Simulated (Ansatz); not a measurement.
# A defect in a wire: armchair SiC nanoribbon (N = 6, H edges), vacancy of one C, part 3 of 4

What does the defect do to the conductance?

Ansatz 0.2.0; DFT PBE, plane waves, PAW; relaxation of a wire's period (the session's first sound run).

So far. Step 2 (Relaxing the period): The cell's length comes to 5.393 Å with spin left out. Step 3 (The wire at its relaxed period): At the computed energy nearest the Fermi level there are 0 channels a spin; the gap is 2.38 eV.

## (4) Relaxing the junction

This step: DFT PBE, plane waves, PAW; relaxation of a junction in a wire, ends held (Ansatz 0.2.0).

System of this step: armchair SiC nanoribbon (N = 6, H edges), vacancy of one C. The cell holds 111 atoms: 42 Si, 41 C and 28 H. Its edges and angles: a = 17.210 Å, b = 7.000 Å, c = 37.752 Å, α = 90.0°, β = 90.0°, γ = 90.0°. Regions: held atoms, 64 atoms (24 Si, 24 C and 16 H); free atoms, 47 atoms (18 Si, 17 C and 12 H). Vacuum lies along a and b. The structure's axis is c.

47 atoms at the defect are free to relax, while 64 stay where the perfect wire has them, so that the ends still repeat as a lead. The cutoff is set under the files' recommended one to save time.

Contents of input.yaml:

```yaml
crystal:
  lattice:
    - [17.21, 0.0, 0.0]
    - [0.0, 7.0, 0.0]
    - [0.0, 0.0, 37.7522573086]
  atoms:
    - { symbol: Si, position: [0.278579403, 0.5, 0.001111985] }
    - { symbol: Si, position: [0.455741596, 0.5, 8.3288e-05] }
    - { symbol: Si, position: [0.635546536, 0.5, 0.999991203] }
    - { symbol: C, position: [0.275916185, 0.5, 0.047308224] }
    - { symbol: C, position: [0.454492549, 0.5, 0.047535974] }
    - { symbol: C, position: [0.634085865, 0.5, 0.047506756] }
    - { symbol: H, position: [0.79651997, 0.5, 0.052793192] }
    - { symbol: H, position: [0.220014167, 0.5, 0.060918646] }
    - { symbol: Si, position: [0.364479002, 0.5, 0.071419775] }
    - { symbol: Si, position: [0.544283942, 0.5, 0.07151186] }
    - { symbol: Si, position: [0.721446135, 0.5, 0.072540556] }
    - { symbol: C, position: [0.365939673, 0.5, 0.118935327] }
    - { symbol: C, position: [0.545532989, 0.5, 0.118964545] }
    - { symbol: C, position: [0.724109353, 0.5, 0.118736796] }
    - { symbol: H, position: [0.203505568, 0.5, 0.124221764] }
    - { symbol: H, position: [0.780011371, 0.5, 0.132347218] }
    - { symbol: Si, position: [0.278579403, 0.5, 0.143969128] }
    - { symbol: Si, position: [0.455741596, 0.5, 0.142940431] }
    - { symbol: Si, position: [0.635546536, 0.5, 0.142848346] }
    - { symbol: C, position: [0.275916185, 0.5, 0.190165367] }
    - { symbol: C, position: [0.454492549, 0.5, 0.190393116] }
    - { symbol: C, position: [0.634085865, 0.5, 0.190363899] }
    - { symbol: H, position: [0.79651997, 0.5, 0.195650335] }
    - { symbol: H, position: [0.220014167, 0.5, 0.203775789] }
    - { symbol: Si, position: [0.364479002, 0.5, 0.214276918] }
    - { symbol: Si, position: [0.544283942, 0.5, 0.214369003] }
    - { symbol: Si, position: [0.721446135, 0.5, 0.215397699] }
    - { symbol: C, position: [0.365939673, 0.5, 0.26179247] }
    - { symbol: C, position: [0.545532989, 0.5, 0.261821688] }
    - { symbol: C, position: [0.724109353, 0.5, 0.261593938] }
[... 75 atom lines left out ...]
    - { symbol: Si, position: [0.721446135, 0.5, 0.929683413] }
    - { symbol: C, position: [0.365939673, 0.5, 0.976078185] }
    - { symbol: C, position: [0.545532989, 0.5, 0.976107402] }
    - { symbol: C, position: [0.724109353, 0.5, 0.975879653] }
    - { symbol: H, position: [0.203505568, 0.5, 0.981364621] }
    - { symbol: H, position: [0.780011371, 0.5, 0.989490075] }
magnetization:
  spin_polarized: true
kpoints:
  mp_grid: { grid: [1, 1, 1] }
scf:
  occupations: { method: fermi_dirac, width: 0.1 }
hamiltonian:
  xc: pbe
relax:
  constraints:
    - { sites: [0, 1, 2, 3, 4, 5, 6, 7, 8, 9, 10, 11, 12, 13, 14, 15, 16, 17, 18, 19, 20, 21, 22, 23, 24, 25, 26, 27, 28, 29, 30, 31, 79, 80, 81, 82, 83, 84, 85, 86, 87, 88, 89, 90, 91, 92, 93, 94, 95, 96, 97, 98, 99, 100, 101, 102, 103, 104, 105, 106, 107, 108, 109, 110] }
  f_tol: 0.06
  max_steps: 35
basis:
  ecutwfc: "350 eV"
```

Launch:

```bash
$ ansatz run input.yaml --threads 4 --pin off --max-ram 16384MiB --backend cpu --events-out ev --progress --plain --runs-dir out
```

Numbers of over 12 decimals in the logs are rounded to 6 here.

Output:

```text
[...]
Crystal: 111 atoms, lattice volume = 4548.014 Å³
Basis set: ecut = 350 eV, 67679 PW (Γ), exchange–correlation on 216×90×480 points (8 copies of the dense FFT grid, shifted against one another)
Bands: 292, of which v1, the nominal top of the filled ones, is band 180 counted from 1 (179 counted from 0)
Symmetry: 1 space group operations
[...]
k-points: 1
[...]
Starting moments: Σ|m| = 0.6 μB on 1 of 111 sites
[...]
SCF iter   1: F=—  HF=-37523.351024 eV  |F-HF|=—  |Δ(HF+E_count)|=         —  Δρ=4.00e-2 (↑4.00e-2 ↓4.00e-2)  dr2=4.25e2  dr2_m=1.74e-2  M=0.311 μB ∫|m|=0.350 μB  β_m=0.30  ethr=3.10e-3  ⟨swp⟩=7.0  Hψ=3122  notcnv=0  defer=40
[...]
spin=Collinear: Resta preconditioning applied to the charge; magnetization (m = ρ↑ − ρ↓) channel mixes plain (no charge-response kernel on spin).
SCF iter   2: F=—  HF=-37417.486912 eV  |F-HF|=—  |Δ(HF+E_count)|=    1.06e2  Δρ=1.65e-2 (↑1.65e-2 ↓1.65e-2)  dr2=6.38e1  dr2_m=9.60e-3  M=0.499 μB ∫|m|=0.543 μB  β_m=0.30  ethr=3.10e-3  ⟨swp⟩=5.0  Hψ=1534  notcnv=0  defer=110
[...]
spin=Collinear: LDOS preconditioning applied to the charge; magnetization (m = ρ↑ − ρ↓) channel mixes plain (no charge-response kernel on spin).
SCF iter   3: F=—  HF=-37401.283791 eV  |F-HF|=—  |Δ(HF+E_count)|=    1.62e1  Δρ=8.53e-3 (↑8.53e-3 ↓8.49e-3)  dr2=1.05e1  dr2_m=4.96e-3  M=0.376 μB ∫|m|=0.434 μB  β_m=0.30  ethr=3.10e-3  ⟨swp⟩=3.0  Hψ=1194  notcnv=0  defer=135
[...]
SCF iter   9: F=—  HF=-37398.873798 eV  |F-HF|=—  |Δ(HF+E_count)|=   3.51e-3  Δρ=2.10e-4 (↑2.10e-4 ↓1.85e-4)  dr2=8.95e-3  dr2_m=3.39e-4  M=1.979 μB ∫|m|=2.123 μB  β_m=0.30  ethr=1.81e-5  ⟨swp⟩=3.5  Hψ=888  notcnv=0  defer=109
[...]
spin-set hold released at iteration 9 (site moments contracting): the magnetisation degrees of freedom join the quasi-Newton model from the next iteration; the mixer history was flushed
SCF iter  10: F=—  HF=-37398.873071 eV  |F-HF|=—  |Δ(HF+E_count)|=   7.26e-4  Δρ=1.53e-4 (↑1.53e-4 ↓1.32e-4)  dr2=5.14e-3  dr2_m=2.03e-4  M=1.980 μB ∫|m|=2.127 μB  β_m=0.55  ethr=2.49e-6  ⟨swp⟩=2.0  Hψ=587  notcnv=0  defer=109
[...]
SCF iter  15: F=-37398.872979 eV  HF=-37398.872984 eV  |F-HF|=4.95e-6  |Δ(HF+E_count)|=   3.36e-6  Δρ=5.99e-6 (↑4.91e-6 ↓5.99e-6)  dr2=9.45e-6  dr2_m=4.17e-7  M=1.982 μB ∫|m|=2.148 μB  ethr=7.35e-9  ⟨swp⟩=4.0  Hψ=1228  notcnv=0
SCF 1 converged in 15 iterations: F = -37398.872979 eV  dr2 = 9.45e-6
[...]
relax step   1: F+E_penalty+E_count = -37398.87297890 eV  Δ(F+E_penalty+E_count) = +0.000e0 eV  max|allowed force component| = 1.222e0 eV/Å  Δτ_max = 0.0000 Å  (15 SCF iters, dr2 threshold 9.00e-5 eV, accepted)
[...]
Starting moments: Σ|m| = 0.6 μB on 1 of 111 sites; this step starts from the density that it was given
[...]
SCF iter  14: F=-37399.180730 eV  HF=-37399.180731 eV  |F-HF|=8.37e-7  |Δ(HF+E_count)|=   8.64e-7  Δρ=3.00e-6 (↑3.00e-6 ↓2.67e-6)  dr2=1.87e-6  dr2_m=1.25e-7  M=1.470 μB ∫|m|=1.551 μB  ethr=1.24e-9  ⟨swp⟩=1.0  Hψ=1365  notcnv=0
SCF 2 converged in 14 iterations: F = -37399.180730 eV  dr2 = 1.87e-6
[...]
relax step   2: F+E_penalty+E_count = -37399.18072998 eV  Δ(F+E_penalty+E_count) = -3.078e-1 eV  max|allowed force component| = 7.161e-1 eV/Å  Δτ_max = 0.1977 Å  (14 SCF iters, dr2 threshold 9.33e-5 eV, accepted)
SCF iter   1: F=—  HF=-37399.621731 eV  |F-HF|=—  |Δ(HF+E_count)|=         —  Δρ=2.00e-3 (↑2.00e-3 ↓1.56e-3)  dr2=3.86e-1  dr2_m=5.82e-2  M=0.342 μB ∫|m|=0.546 μB  β_m=0.30  ethr=8.54e-4  ⟨swp⟩=4.5  Hψ=1458  notcnv=0  defer=114
[...]
SCF iter  15: F=-37399.674376 eV  HF=-37399.674376 eV  |F-HF|=3.75e-8  |Δ(HF+E_count)|=   1.41e-6  Δρ=1.89e-6 (↑1.89e-6 ↓1.66e-6)  dr2=3.49e-7  dr2_m=1.10e-7  M=0.001 μB ∫|m|=0.008 μB  ethr=1.15e-10  ⟨swp⟩=1.0  Hψ=1675  notcnv=0
WARN: the starting moments were not kept: the SCF closed with an absolute magnetisation of 7.6e-3 μB, where they sum to 0.6 μB in size (1 site). That is at most 0.1 of that sum. Measured as dr2_m measures the in/out step, that magnetisation stands 3.7e-6 eV from none, at or under the dr2_threshold of 3.2e-5 eV: it is no larger than a step whose dr2_m would equal this threshold. The system may hold no moment; this SCF [...]
SCF 3 converged in 15 iterations: F = -37399.674376 eV  dr2 = 3.49e-7
[...]
relax step   3: F+E_penalty+E_count = -37399.67437584 eV  Δ(F+E_penalty+E_count) = -4.936e-1 eV  max|allowed force component| = 1.272e0 eV/Å  Δτ_max = 0.1946 Å  (15 SCF iters, dr2 threshold 3.21e-5 eV, accepted)
[... from here on, the SCF cycles and remarks between the steps are left out ...]
relax step   4: F+E_penalty+E_count = -37400.24584733 eV  Δ(F+E_penalty+E_count) = -5.715e-1 eV  max|allowed force component| = 7.650e-1 eV/Å  Δτ_max = 0.1950 Å  (9 SCF iters, dr2 threshold 1.00e-4 eV, accepted)
relax step   5: F+E_penalty+E_count = -37400.56963234 eV  Δ(F+E_penalty+E_count) = -3.238e-1 eV  max|allowed force component| = 8.232e-1 eV/Å  Δτ_max = 0.1926 Å  (6 SCF iters, dr2 threshold 1.00e-4 eV, accepted)
relax step   6: F+E_penalty+E_count = -37400.79738902 eV  Δ(F+E_penalty+E_count) = -2.278e-1 eV  max|allowed force component| = 7.656e-1 eV/Å  Δτ_max = 0.1950 Å  (6 SCF iters, dr2 threshold 1.00e-4 eV, accepted)
relax step   7: F+E_penalty+E_count = -37401.00525538 eV  Δ(F+E_penalty+E_count) = -2.079e-1 eV  max|allowed force component| = 6.963e-1 eV/Å  Δτ_max = 0.1913 Å  (6 SCF iters, dr2 threshold 1.00e-4 eV, accepted)
relax step   8: F+E_penalty+E_count = -37401.18666904 eV  Δ(F+E_penalty+E_count) = -1.814e-1 eV  max|allowed force component| = 6.454e-1 eV/Å  Δτ_max = 0.1942 Å  (6 SCF iters, dr2 threshold 1.00e-4 eV, accepted)
relax step   9: F+E_penalty+E_count = -37401.34627801 eV  Δ(F+E_penalty+E_count) = -1.596e-1 eV  max|allowed force component| = 6.663e-1 eV/Å  Δτ_max = 0.2000 Å  (6 SCF iters, dr2 threshold 1.00e-4 eV, accepted)
relax step  10: F+E_penalty+E_count = -37401.47189903 eV  Δ(F+E_penalty+E_count) = -1.256e-1 eV  max|allowed force component| = 5.180e-1 eV/Å  Δτ_max = 0.1950 Å  (5 SCF iters, dr2 threshold 1.00e-4 eV, accepted)
relax step  11: F+E_penalty+E_count = -37401.57189978 eV  Δ(F+E_penalty+E_count) = -1.000e-1 eV  max|allowed force component| = 3.223e-1 eV/Å  Δτ_max = 0.1996 Å  (5 SCF iters, dr2 threshold 1.00e-4 eV, accepted)
[...]
atom 100  C      0.01008180     0.00004324     0.04423080
  atom 101  C      0.00368476     0.00002297     0.04978060
  atom 102  H      0.01185945    -0.00000621     0.00039311
  atom 103  H     -0.03428724     0.00005086     0.00818846
  atom 104  Si    -0.01281180     0.00003324    -0.06265268
  atom 105  Si    -0.01304486     0.00001913    -0.04375044
  atom 106  Si    -0.02483271    -0.00001306    -0.03059442
  atom 107  C      0.00102692    -0.00002516     0.05535943
  atom 108  C      0.00023040    -0.00000364     0.04430910
  atom 109  C     -0.04604450     0.00001367     0.02883646
  atom 110  H     -0.01176097     0.00002946     0.00063407
  atom 111  H      0.03447347    -0.00000618     0.00823520
  max |Σ_I F_I| component: 4.39e-5 eV/Å
--- Relaxed structure (20 steps of the walk, 20 accepted, 0 SCFs on fresh bases) ---
  F+E_penalty+E_count = -37401.82328419 eV   max|allowed force component| = 1.512e-2 eV/Å
  atoms:
    - { symbol: Si, position: [0.278579, 0.500000, 0.001111985] }
    - { symbol: Si, position: [0.455742, 0.500000, 8.328800000000002e-5] }
    - { symbol: Si, position: [0.635546536, 0.500000, 0.999991] }
    - { symbol: C, position: [0.275916, 0.500000, 0.047308] }
    - { symbol: C, position: [0.454492549, 0.500000, 0.047536] }
    - { symbol: C, position: [0.634086, 0.500000, 0.047506756] }
    - { symbol: H, position: [0.796520, 0.500000, 0.052793] }
    - { symbol: H, position: [0.220014, 0.500000, 0.060919] }
    - { symbol: Si, position: [0.364479002, 0.500000, 0.071419775] }
    - { symbol: Si, position: [0.544284, 0.500000, 0.07151186] }
    - { symbol: Si, position: [0.721446135, 0.500000, 0.072540556] }
    - { symbol: C, position: [0.365940, 0.500000, 0.118935] }
    - { symbol: C, position: [0.545533, 0.500000, 0.118964545] }
    - { symbol: C, position: [0.724109, 0.500000, 0.118737] }
    - { symbol: H, position: [0.203505568, 0.500000, 0.124222] }
    - { symbol: H, position: [0.780011371, 0.500000, 0.132347] }
    - { symbol: Si, position: [0.278579, 0.500000, 0.143969] }
    - { symbol: Si, position: [0.455742, 0.500000, 0.142940] }
    - { symbol: Si, position: [0.635546536, 0.500000, 0.142848] }
    - { symbol: C, position: [0.275916, 0.500000, 0.190165] }
    - { symbol: C, position: [0.454492549, 0.500000, 0.190393116] }
    - { symbol: C, position: [0.634086, 0.500000, 0.190364] }
    - { symbol: H, position: [0.796520, 0.500000, 0.195650335] }
    - { symbol: H, position: [0.220014, 0.500000, 0.203776] }
    - { symbol: Si, position: [0.364479002, 0.500000, 0.214276918] }
    - { symbol: Si, position: [0.544284, 0.500000, 0.214369003] }
    - { symbol: Si, position: [0.721446135, 0.500000, 0.215397699] }
    - { symbol: C, position: [0.365940, 0.500000, 0.26179247] }
    - { symbol: C, position: [0.545533, 0.500000, 0.261821688] }
    - { symbol: C, position: [0.724109, 0.500000, 0.261593938] }
    - { symbol: H, position: [0.203505568, 0.500000, 0.267078907] }
    - { symbol: H, position: [0.780011371, 0.500000, 0.27520436] }
    - { symbol: Si, position: [0.278747, 0.496942, 0.286922] }
    - { symbol: Si, position: [0.456044, 0.497407, 0.286144] }
    - { symbol: Si, position: [0.635448, 0.506514, 0.285853] }
    - { symbol: C, position: [0.277289, 0.490403, 0.333150] }
    - { symbol: C, position: [0.456446, 0.489897, 0.333879] }
    - { symbol: C, position: [0.634085, 0.519156, 0.333667] }
    - { symbol: H, position: [0.793731, 0.596234, 0.336853] }
    - { symbol: H, position: [0.221474, 0.488112, 0.346885] }
    - { symbol: Si, position: [0.365893, 0.484801, 0.357315] }
    - { symbol: Si, position: [0.545708, 0.497104, 0.358826] }
    - { symbol: Si, position: [0.720925, 0.563546, 0.357528] }
    - { symbol: C, position: [0.367885, 0.473389, 0.404792] }
    - { symbol: C, position: [0.549198, 0.483186, 0.407030] }
    - { symbol: C, position: [0.724706, 0.569648, 0.403880] }
    - { symbol: H, position: [0.205884, 0.497436, 0.407532] }
    - { symbol: H, position: [0.780159, 0.593162, 0.417315] }
    - { symbol: Si, position: [0.278672, 0.481341, 0.428784] }
    - { symbol: Si, position: [0.456459, 0.458441, 0.429658] }
    - { symbol: Si, position: [0.642099, 0.512157, 0.430013] }
    - { symbol: C, position: [0.270127, 0.477680, 0.474832] }
    - { symbol: C, position: [0.446414, 0.431104, 0.476701] }
    - { symbol: H, position: [0.686308, 0.196669, 0.476560] }
    - { symbol: H, position: [0.212718, 0.490962, 0.486907] }
    - { symbol: Si, position: [0.356004, 0.457911, 0.500569] }
    - { symbol: Si, position: [0.530215, 0.401927, 0.503753] }
    - { symbol: Si, position: [0.659936, 0.389596, 0.489702] }
    - { symbol: C, position: [0.355071, 0.465507, 0.548163] }
    - { symbol: C, position: [0.531071, 0.438031, 0.549706] }
    - { symbol: C, position: [0.698605, 0.466776, 0.532744] }
    - { symbol: H, position: [0.192465, 0.486932, 0.555431] }
    - { symbol: H, position: [0.761232, 0.474722, 0.537269] }
    - { symbol: Si, position: [0.269056, 0.484814, 0.574010] }
    - { symbol: Si, position: [0.444025, 0.465999, 0.573156] }
    - { symbol: Si, position: [0.628119, 0.466113, 0.567031] }
    - { symbol: C, position: [0.270726, 0.499803, 0.620172] }
    - { symbol: C, position: [0.449216, 0.489433, 0.619983] }
    - { symbol: C, position: [0.631246, 0.486920, 0.615510] }
    - { symbol: H, position: [0.793157, 0.493808, 0.622216] }
    - { symbol: H, position: [0.215517, 0.508548, 0.634338] }
    - { symbol: Si, position: [0.360380, 0.498490, 0.643774] }
    - { symbol: Si, position: [0.542563, 0.490385, 0.641624] }
    - { symbol: Si, position: [0.717500, 0.494951, 0.641627] }
    - { symbol: C, position: [0.365452, 0.502292, 0.690907] }
    - { symbol: C, position: [0.545404, 0.497412, 0.689673] }
    - { symbol: C, position: [0.721579, 0.501266, 0.688163] }
    - { symbol: H, position: [0.203347, 0.499109, 0.695763] }
    - { symbol: H, position: [0.779204, 0.504419, 0.700324] }
    - { symbol: Si, position: [0.278579, 0.500000, 0.715397699] }
    - { symbol: Si, position: [0.455742, 0.500000, 0.714369] }
    - { symbol: Si, position: [0.635546536, 0.500000, 0.714277] }
    - { symbol: C, position: [0.275916, 0.500000, 0.761594] }
    - { symbol: C, position: [0.454492549, 0.500000, 0.761822] }
    - { symbol: C, position: [0.634086, 0.500000, 0.76179247] }
    - { symbol: H, position: [0.796520, 0.500000, 0.767079] }
    - { symbol: H, position: [0.220014, 0.500000, 0.775204] }
    - { symbol: Si, position: [0.364479002, 0.500000, 0.785705489] }
    - { symbol: Si, position: [0.544284, 0.500000, 0.785798] }
    - { symbol: Si, position: [0.721446135, 0.500000, 0.786826] }
    - { symbol: C, position: [0.365940, 0.500000, 0.833221] }
    - { symbol: C, position: [0.545533, 0.500000, 0.833250] }
    - { symbol: C, position: [0.724109, 0.500000, 0.83302251] }
    - { symbol: H, position: [0.203505568, 0.500000, 0.838507478] }
    - { symbol: H, position: [0.780011371, 0.500000, 0.846632932] }
    - { symbol: Si, position: [0.278579, 0.500000, 0.858255] }
    - { symbol: Si, position: [0.455742, 0.500000, 0.857226] }
    - { symbol: Si, position: [0.635546536, 0.500000, 0.857134] }
    - { symbol: C, position: [0.275916, 0.500000, 0.904451] }
    - { symbol: C, position: [0.454492549, 0.500000, 0.904678831] }
    - { symbol: C, position: [0.634086, 0.500000, 0.904650] }
    - { symbol: H, position: [0.796520, 0.500000, 0.909936] }
    - { symbol: H, position: [0.220014, 0.500000, 0.918062] }
    - { symbol: Si, position: [0.364479002, 0.500000, 0.928563] }
    - { symbol: Si, position: [0.544284, 0.500000, 0.928655] }
    - { symbol: Si, position: [0.721446135, 0.500000, 0.929683] }
    - { symbol: C, position: [0.365940, 0.500000, 0.976078] }
    - { symbol: C, position: [0.545533, 0.500000, 0.976107] }
    - { symbol: C, position: [0.724109, 0.500000, 0.975880] }
    - { symbol: H, position: [0.203505568, 0.500000, 0.981365] }
    - { symbol: H, position: [0.780011371, 0.500000, 0.989490] }
[key lines of the parts left out:]
SCF converged after 10 iterations
Magnetization: -0.0000 μB (180.0000 up, 180.0000 down)
Free energy (F): -37401.823284 eV
Fermi energy:    -0.896410 eV
```

Elapsed: 12 min, on 4 threads of Arm Neoverse V2, shared host; peak memory 5.3 GiB.

The steps of the relaxation:

```tsv
step	energy less that of the first step (eV)	largest force component (eV/Å)
1	0.0000	1.2220
2	-0.3078	0.7161
3	-0.8014	1.2722
4	-1.3729	0.7650
5	-1.6967	0.8232
6	-1.9244	0.7656
7	-2.1323	0.6963
8	-2.3137	0.6454
9	-2.4733	0.6663
10	-2.5989	0.5180
11	-2.6989	0.3223
12	-2.7787	0.2947
13	-2.8432	0.2132
14	-2.8847	0.1857
15	-2.9148	0.1121
16	-2.9306	0.1169
17	-2.9393	0.1409
18	-2.9447	0.1057
19	-2.9485	0.0611
20	-2.9503	0.0151
```

The atoms that moved most (Å):

```tsv
atom	dx	dy	dz	length
H54	-1.897	-2.123	-0.181	2.853
Si58	-1.059	-0.773	-0.431	1.380
H63	-0.323	-0.177	-0.893	0.966
Si57	-0.242	-0.687	0.139	0.741
C61	-0.439	-0.233	-0.550	0.741
H39	-0.048	0.674	-0.062	0.678
H48	0.003	0.652	-0.028	0.653
C60	-0.249	-0.434	0.082	0.507
```

Numbers from this step:

- energy at zero smearing: -37401.8225 eV

The largest force component on a free atom ends at 0.015 eV/Å, under the limit of 0.06.  6 atoms of the wire itself, hydrogen apart, moved by over 0.45 Å, up to 1.38 Å.

(Continued in part 4 of 4.)

[Logs are printed without paths, hosts, clocks, repeated set-up lines and the standing remarks that a program may print on its own settings, such as how far it seeks lower states.]

[Hosts, paths, dates, database ids (printed as entryN), source tags and the programs' standing remarks are cut or masked in the printed files.]
